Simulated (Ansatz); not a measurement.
Property card for NaF

These are results of Ansatz, DFT PBEsol, scalar-relativistic, plane waves, PAW, not measurements.

Settings: cutoff 420 eV, Γ-centred mesh 8×8×8 on the computed 2-atom cell, Gaussian smearing of 0.02 eV; no spin polarisation.

The structure is relaxed at this level of theory with its symmetry kept.

The structure is cubic, space group Fm-3m (No. 225). The conventional cell has a = 4.630 Å, b = 4.630 Å, c = 4.630 Å, α = 90.00°, β = 90.00°, γ = 90.00°. Around Na (site symmetry m-3m) lie 6 F at 2.32 Å. F (site symmetry m-3m) has 6 Na at 2.32 Å as nearest neighbours.

```
Volume per atom                                                                                                                             : 12.41 Å³
Formation energy from the elements' standard states (uncorrected)                                                                           : -2.705 eV/atom
Kohn–Sham band gap                                                                                                                          : 6.19 eV, direct at Γ
Löwdin character of the top 1 eV of the valence band                                                                                        : F 2p 98 %
Löwdin character of the lowest 1 eV of the conduction band                                                                                  : Na 3s 74 %, unprojected 21 %
Electron masses at the edge by Cartesian direction of the standard setting (m_e; degenerate bands sorted by energy; no spin-orbit coupling) : x: 0.56; y: 0.56; z: 0.56
Hole masses at the edge by Cartesian direction of the standard setting (m_e; degenerate bands sorted by energy; no spin-orbit coupling)     : x: 6.2, 6.2, 1.0; y: 6.2, 6.2, 1.0; z: 6.2, 6.2, 1.0
Bulk modulus                                                                                                                                : 49 GPa
Its pressure derivative                                                                                                                     : 4.6
Electronic dielectric constant xx, yy, zz of the standard setting (independent particles)                                                   : 1.9, 1.9, 1.9
Bader charges (e)                                                                                                                           : Na (1 in the cell) 0.88, F (1 in the cell) -0.88
```